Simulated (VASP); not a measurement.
# CdTe (F-43m) in VASP: a series of runs

The runs below take CdTe through single point, with PBEsol.

Program: VASP 6.6.1. These are calculated values, not measurements. Logs are shortened: lines on timing, memory, paths and dates and some standing lists are left out, and cuts for length are marked.

**Experimental background.**

A printed reference work, data compilation reports, for a bulk crystal of CdTe at 0 K: band gap 1.607 eV.

How close the calculation comes is told below.

### Step 1. The cell of the first run

The structure is cubic, space group F-43m (No. 216). Conventional cell: a = 6.466 Å, b = 6.466 Å, c = 6.466 Å, α = 90.00°, β = 90.00°, γ = 90.00°. Cd (site symmetry -43m) has 4 Te at 2.80 Å within 3.7 Å. Within 3.7 Å of Te (site symmetry -43m) lie 4 Cd at 2.80 Å.

### Step 2. Single point, PBEsol

Input file INCAR:

```
  ALGO = Normal
  EDIFF = 1E-7
  ENCUT = 520
  GGA = PS
  ISIF = 2
  ISMEAR = 0
  LASPH = True
  LCHARG = False
  LREAL = False
  LWAVE = False
  NBANDS = 16
  NELM = 60
  PREC = Accurate
  SIGMA = 0.01
```

Input file KPOINTS:

```
k-points
0
Gamma
  6 6 6
```

Input file POSCAR:

```
CdTe
1.0
    0.0000000000      3.2332393405      3.2332393405
    3.2332393405      0.0000000000      3.2332393405
    3.2332393405      3.2332393405      0.0000000000
Cd Te
1 1
Direct
    0.0000000000      0.0000000000      0.0000000000
    0.2500000000      0.2500000000      0.2500000000
```

Potentials or basis: VASP PAW PBE potentials, release 64 (Cd, Te).

The run is started by

```
$ cat potpaw_PBE.64/Cd/POTCAR potpaw_PBE.64/Te/POTCAR > POTCAR
$ mpirun -np 1 vasp_std > vasp.out
```

OUTCAR:

```text
EDIFF = 1E-7
   ENCUT = 520
   GGA = PS
   ISIF = 2
   ISMEAR = 0
   LASPH = True
   LREAL = False
   NELM = 60
   PREC = Accurate

 ion  position               nearest neighbor table
   1  0.000  0.000  0.000-   2 2.80   2 2.80   2 2.80   2 2.80
   2  0.250  0.250  0.250-   1 2.80   1 2.80   1 2.80   1 2.80

  LATTYP: Found a face centered cubic cell.
 ALAT       =     6.4664786810

  Lattice vectors:

 A1 = (   0.0000000000,   3.2332393405,   3.2332393405)
 A2 = (   3.2332393405,   0.0000000000,   3.2332393405)
 A3 = (   3.2332393405,   3.2332393405,   0.0000000000)

Analysis of symmetry for initial positions (statically):
=====================================================================
 Subroutine PRICEL returns:
 Original cell was already a primitive cell.

 Routine SETGRP: Setting up the symmetry group for a
 face centered cubic supercell.

 Subroutine GETGRP returns: Found 24 space group operations
 (whereof 24 operations were pure point group operations)
 out of a pool of 48 trial point group operations.

The static configuration has the point symmetry T_d .

Analysis of symmetry for dynamics (positions and initial velocities):
=====================================================================
 Subroutine PRICEL returns:
 Original cell was already a primitive cell.

 Routine SETGRP: Setting up the symmetry group for a
 face centered cubic supercell.

 Subroutine GETGRP returns: Found 24 space group operations
 (whereof 24 operations were pure point group operations)
 out of a pool of 48 trial point group operations.

The dynamic configuration has the point symmetry T_d .

 Subroutine INISYM returns: Found 24 space group operations
 (whereof 24 operations are pure point group operations),
 and found     1 'primitive' translations

----------------------------------------------------------------------------------------

                                     Primitive cell

  volume of cell :      67.5995

  direct lattice vectors                    reciprocal lattice vectors
     0.000000000  3.233239340  3.233239340    -0.154643671  0.154643671  0.154643671
     3.233239340  0.000000000  3.233239340     0.154643671 -0.154643671  0.154643671
     3.233239340  3.233239340  0.000000000     0.154643671  0.154643671 -0.154643671

  length of vectors
     4.572490926  4.572490926  4.572490926     0.267850695  0.267850695  0.267850695

  position of ions in fractional coordinates (direct lattice)
[... 69 lines left out ...]
   NELM   =     60;   NELMIN=  2; NELMDL= -5     # of ELM steps
   EDIFF  = 0.1E-06   stopping-criterion for ELM
   LREAL  =      F    real-space projection
   EDIFFG = 0.1E-05   stopping-criterion for IOM
   NSW    =      0    number of steps for IOM
   IBRION =     -1    ionic relax: 0-MD 1-quasi-New 2-CG
   NFREE  =      0    steps in history (QN), initial steepest desc. (CG)
   ISIF   =      2    stress and relaxation
   ISYM   =      2    0-nonsym 1-usesym 2-fastsym
   POTIM  = 0.5000    time-step for ionic-motion
   TEBEG  =    0.0;   TEEND  =   0.0 temperature during run
   PSTRESS=    0.0 pullay stress
   NELECT =      18.0000    total number of electrons
   NUPDOWN=      -1.0000    fix difference up-down
   EMIN   =  10.00;   EMAX   =-10.00  energy-range for DOS
   EFERMI =   0.00;   METHOD = LEGACY
   ISMEAR =     0;   SIGMA  =   0.01  broadening in eV -4-tet -1-fermi 0-gaus
   EFERMI_NEDOS =   21; number of points for ismear=-14 and -15
   IALGO  =     38    algorithm
   IMIX   =      4    mixing-type and parameters
     AMIX     =   0.40;   BMIX     =  1.00
     AMIX_MAG =   1.60;   BMIX_MAG =  1.00
  volume/ion in A,a.u.               =      33.80       228.09
  Fermi-wavevector in a.u.,A,eV,Ry     =   1.053217  1.990291 15.092478  1.109266
  Thomas-Fermi vector in A             =   2.188330
   LORBIT       =      0    0 simple, 1 ext, 2 COOP (PROOUT), +10 PAW based schemes
   GGA     = PS    functional components
   LHFCALC =     F    Hartree Fock is set to
   AEXX    =    0.0000 exact exchange contribution
   IVDW    =     0    specifies the selected vdW correction
   LEPSILON=     F    determine dielectric tensor
   LRPA    =     F    only Hartree local field effects (RPA)
 non-spin polarized calculation
 Gauss-broadening in eV      SIGMA  =   0.01
  energy-cutoff  :      520.00
  volume of cell :       67.60
 maximum number of plane-waves:      1853
 NGX is ok and might be reduce to    36
   NGX = 17   NGY = 17   NGZ = 17

 number of electron      17.9999995 magnetization

 Free energy of the ion-electron system (eV)
  ---------------------------------------------------
  ext. energy  EPLUGINS =         0.00000000
  ---------------------------------------------------
  free energy    TOTEN  =        -5.48172027 eV

  energy without entropy =       -5.48172027  energy(sigma->0) =       -5.48172027

 E-fermi :   2.3809     XC(G=0):  -8.8096

 val. band max:        2.2762721189   @ k =   0.0000   0.0000   0.0000
 cond. band min:       2.9564376366   @ k =   0.0000   0.0000   0.0000
 fundamental gap:      0.6801655177
 Fermi energy:         2.3808790874

 k-point     1 :       0.0000    0.0000    0.0000
  band No.  band energies     occupation
      1      -8.9745      2.00000
      2      -6.0079      2.00000
      3      -6.0079      2.00000
      4      -6.0079      2.00000
      5      -5.7381      2.00000
      6      -5.7381      2.00000
[... 281 lines left out ...]
      3      -5.8709      2.00000
      4      -5.7883      2.00000
      5      -5.7251      2.00000
      6      -5.1820      2.00000
[... 8 lines left out ...]
     15      13.3489      0.00000
     16      13.5781      0.00000

------------------------ aborting loop because EDIFF is reached ----------------------------------------

  FORCE on cell =-STRESS in cart. coord.  units (eV):
  Direction    XX          YY          ZZ          XY          YZ          ZX
  --------------------------------------------------------------------------------------
  -------------------------------------------------------------------------------------
  Total        0.2673748      0.2673748      0.2673748      0.0000000     -0.0000000      0.0000000
  in kB        6.3370551      6.3370551      6.3370551      0.0000000     -0.0000000      0.0000000
  external PRESSURE =       6.3370551 kB  Pullay stress =       0.0000000 kB

 VOLUME and BASIS-vectors are now :
 -----------------------------------------------------------------------------
  energy-cutoff  :      520.00
  volume of cell :       67.60
      direct lattice vectors                 reciprocal lattice vectors
     0.000000000  3.233239340  3.233239340    -0.154643671  0.154643671  0.154643671
     3.233239340  0.000000000  3.233239340     0.154643671 -0.154643671  0.154643671
     3.233239340  3.233239340  0.000000000     0.154643671  0.154643671 -0.154643671

 POSITION                                       TOTAL-FORCE (eV/Angst)
 -----------------------------------------------------------------------------------
      0.00000      0.00000      0.00000         0.000000      0.000000      0.000000
      1.61662      1.61662      1.61662        -0.000000     -0.000000     -0.000000
 -----------------------------------------------------------------------------------
    total drift:                               -0.000000     -0.000000     -0.000000

  FREE ENERGIE OF THE ION-ELECTRON SYSTEM (eV)
  ---------------------------------------------------
  free  energy   TOTEN  =        -5.4817202730 eV

  energy  without entropy=       -5.4817202730  energy(sigma->0) =       -5.48172027
```

stdout:

```text
POSCAR found type information on POSCAR CdTe
 POSCAR found :  2 types and       2 ions
 scaLAPACK will be used
 -----------------------------------------------------------------------------
|                                                                             |
|                                                                             |
|     You enforced a specific xc type in the INCAR file but a different       |
|     I HOPE YOU KNOW WHAT YOU ARE DOING!                                     |
|                                                                             |
 -----------------------------------------------------------------------------

 LDA part: xc-table for (Slater+PW92), standard interpolation
 POSCAR, INCAR and KPOINTS ok, starting setup
 FFT: planning ... GRIDC
 FFT: planning ... GRID_SOFT
 FFT: planning ... GRID
 WAVECAR not read
 entering main loop
```

Run time: 13 s. Hardware: 1 thread of Intel Xeon 6975P-C (Granite Rapids), shared host; peak memory 0.2 GiB.

What came out:

* Free energy: -5.4817 eV
* Pressure: 0.6 GPa
* Band gap on the k mesh: 0.68 eV, direct

Levels at points of the mesh, in eV from the valence-band top:
```csv
k point,band 6,band 7,band 8,band 9,band 10,band 11,band 12,band 13
"(0.00, 0.00, 0.00)",-8.01,0.00,0.00,0.00,0.68,4.54,4.54,4.54
"(0.50, 0.00, 0.00)",-7.66,-4.52,-0.79,-0.79,1.74,5.12,5.12,6.93
"(0.50, 0.50, 0.00)",-7.52,-4.38,-1.91,-1.91,2.47,2.59,8.76,9.10
```

Caveat: the PAW data sets were made with another functional, which shifts forces and pressure a little; spin-orbit coupling is left out, which moves the levels of the heavy elements.

### Step 3. Single point, PBEsol

This run uses another cell than the first one, of 34.68 Å³/atom, 1.026 times its volume.

Input file INCAR:

```
SYSTEM = CdTe
PREC     = Accurate       ! precision mode
ENCUT    = 520            ! plane-wave cutoff, eV
EDIFF    = 1E-7           ! SCF threshold, eV
ISMEAR   = 0              ! smearing method
SIGMA    = 0.01           ! smearing width, eV
LREAL    = .False.        ! projectors in reciprocal space
LASPH    = .True.         ! aspherical terms in the spheres
NELM     = 80             ! most SCF steps
ALGO     = Normal         ! electronic algorithm
ISIF     = 2              ! what is computed and relaxed
LWAVE    = .False.        ! write WAVECAR
LCHARG   = .False.        ! write CHGCAR
GGA      = PS             ! functional
NBANDS   = 16             ! bands
```

Input file KPOINTS:

```
regular mesh
0
Gamma
  6 6 6
  0 0 0
```

Input file POSCAR:

```
CdTe
1.0
    0.0000000000      3.2609938254      3.2609938254
    3.2609938254      0.0000000000      3.2609938254
    3.2609938254      3.2609938254      0.0000000000
Cd Te
1 1
Direct
    0.0000000000      0.0000000000      0.0000000000
    0.2500000000      0.2500000000      0.2500000000
```

Potentials or basis: VASP PAW PBE potentials, release 64 (Cd, Te).

The run is started by

```
$ cat potpaw_PBE.64/Cd/POTCAR potpaw_PBE.64/Te/POTCAR > POTCAR
$ mpirun -np 1 vasp_std > vasp.out
```

Wall time 12 s (1 thread of Intel Xeon 6975P-C (Granite Rapids), shared host); peak memory 0.2 GiB.

The run converged. Its results:

| Quantity | Value |
| --- | --- |
| Free energy | -5.4827 eV |
| Pressure | -0.4 GPa |
| Band gap on the k mesh | 0.60 eV, direct |

Levels at points of the mesh, in eV from the valence-band top:
```tsv
k point	band 6	band 7	band 8	band 9	band 10	band 11	band 12	band 13
(0.00, 0.00, 0.00)	-7.94	0.00	0.00	0.00	0.60	4.56	4.56	4.56
(0.50, 0.00, 0.00)	-7.61	-4.37	-0.76	-0.76	1.71	5.13	5.13	6.92
(0.50, 0.50, 0.00)	-7.48	-4.26	-1.82	-1.82	2.53	2.60	8.62	8.97
```

Caveat: the PAW data sets were made with another functional, which shifts forces and pressure a little; spin-orbit coupling is left out, which moves the levels of the heavy elements.

### Step 4. Single point, PBEsol

This run uses another cell than the first one, of 35.56 Å³/atom, 1.052 times its volume.

Input file INCAR:

```
SYSTEM = CdTe
PREC     = Accurate       ! precision mode
ENCUT    = 520            ! plane-wave cutoff, eV
EDIFF    = 1E-7           ! SCF threshold, eV
ISMEAR   = 0              ! smearing method
SIGMA    = 0.01           ! smearing width, eV
LREAL    = .FALSE.        ! projectors in reciprocal space
LASPH    = .TRUE.         ! aspherical terms in the spheres
NELM     = 100            ! most SCF steps
ALGO     = Normal         ! electronic algorithm
ISIF     = 2              ! what is computed and relaxed
LWAVE    = .FALSE.        ! write WAVECAR
LCHARG   = .TRUE.         ! write CHGCAR
GGA      = PS             ! functional
LELF     = .TRUE.         ! ELF
LVHAR    = .TRUE.       
NBANDS   = 16             ! bands
```

Input file KPOINTS:

```
regular mesh
0
G
  6 6 6
  0 0 0
```

Input file POSCAR:

```
CdTe
1.0
    0.0000000000      3.2882837455      3.2882837455
    3.2882837455      0.0000000000      3.2882837455
    3.2882837455      3.2882837455      0.0000000000
Cd Te
1 1
Direct
    0.0000000000      0.0000000000      0.0000000000
    0.2500000000      0.2500000000      0.2500000000
```

The run is started by

```
$ cat potpaw_PBE.64/Cd/POTCAR potpaw_PBE.64/Te/POTCAR > POTCAR
$ mpirun -np 1 vasp_std > vasp.out
```

Wall time 11 s (1 thread of Intel Xeon 6975P-C (Granite Rapids), shared host); peak memory 0.21 GiB.

Results (log left out):

| Quantity | Value |
| --- | --- |
| Free energy | -5.4728 eV |
| Pressure | -1.4 GPa |
| Band gap on the k mesh | 0.53 eV, direct |

Levels at points of the mesh, in eV from the valence-band top:
```tsv
k point	band 7	band 8	band 9	band 10	band 11	band 12
(0.00, 0.00, 0.00)	0.00	0.00	0.00	0.53	4.57	4.57
(0.50, 0.00, 0.00)	-4.23	-0.72	-0.72	1.69	5.14	5.14
(0.50, 0.50, 0.00)	-4.14	-1.74	-1.74	2.58	2.60	8.49
```

Caveat: the PAW data sets were made with another functional, which shifts forces and pressure a little; spin-orbit coupling is left out, which moves the levels of the heavy elements.

### Step 5. Summary

| cell | gap on the mesh (eV) | pressure (GPa) |
| --- | --- | --- |
| a = 4.572 Å, angles 60.0°, 2 atoms | 0.68 | 0.6 |
| a = 4.612 Å, angles 60.0°, 2 atoms | 0.60 | -0.4 |
| a = 4.650 Å, angles 60.0°, 2 atoms | 0.53 | -1.4 |

Alike in all rows: task single point; level PBEsol; potentials or basis VASP PAW PBE potentials, release 64 (Cd, Te); no spin polarisation; k mesh 6 × 6 × 6; cutoff (eV) 520; smearing gaussian 0.01 eV.

Caveats: the PAW data sets were made with another functional, which shifts forces and pressure a little; spin-orbit coupling is left out, which moves the levels of the heavy elements.

Absolute energies hang on the potentials; compare differences alone.

### Step 6. How close it comes

Step 2. Against the measured gap of CdTe, 1.607 eV (0 K; a printed reference work, data compilation), the calculated 0.68 eV is off by -0.93 eV. Spin-orbit coupling on Cd, Te is left out. The value is that of PBEsol, without temperature or zero-point motion. Semilocal functionals fall short of measured gaps as a rule.

Step 3. Measured gap of CdTe: 1.607 eV (0 K; a printed reference work, data compilation). This calculation gives 0.60 eV (-1.00 eV). So large a miss can be the level of theory's own, or it may mean another phase, state or a wrong row. Spin-orbit coupling on Cd, Te is left out. The value is that of PBEsol, without temperature or zero-point motion. Semilocal functionals fall short of measured gaps as a rule.

Step 4. A measured gap of CdTe is 1.607 eV (0 K; a printed reference work, data compilation); the calculated 0.53 eV misses it by -1.08 eV. So large a miss can be the level of theory's own, or it may mean another phase, state or a wrong row. Spin-orbit coupling on Cd, Te is left out. The value is that of PBEsol, without temperature or zero-point motion. Semilocal functionals fall short of measured gaps as a rule.
